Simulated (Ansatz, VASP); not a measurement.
One calculation of BN, two programs

```
CELL_PARAMETERS angstrom
0.00000 1.70610 2.04732
1.70610 0.00000 2.04732
1.70610 1.70610 0.00000
ATOMIC_POSITIONS crystal
B 0.00000 0.00000 0.00000
N 0.75000 0.75000 0.75000
```

Alike in both runs: task single point; functional PBEsol; k mesh 12 × 12 × 12; occupations gaussian, width 0.05 eV; no spin polarisation.

|  | VASP | Ansatz |
| --- | --- | --- |
| version | VASP 6.6.1 | Ansatz 0.2.0 |
| potentials or method | VASP PAW PBE potentials, release 64 (B, N) | scalar-relativistic, plane waves, PAW |
| plane-wave cutoff (eV) | 520 | 420 |
| valence electrons in the cell | 8 | 8 |

|  | VASP | Ansatz | Ansatz less VASP |
| --- | --- | --- | --- |
| gap on the k mesh at the Fermi level (eV) | 2.61 | 2.62 | +0.013 |
| least direct gap on the mesh (eV) | 6.86 | 6.87 | +0.004 |
| pressure (GPa) | -5.4 | -5.9 | -0.52 |
| largest component of the traceless stress (GPa) | 91.53 | 91.52 | -0.013 |

Caveats: the PAW data sets were made with another functional, which shifts forces and pressure a little (VASP). A k mesh can miss the band edges.
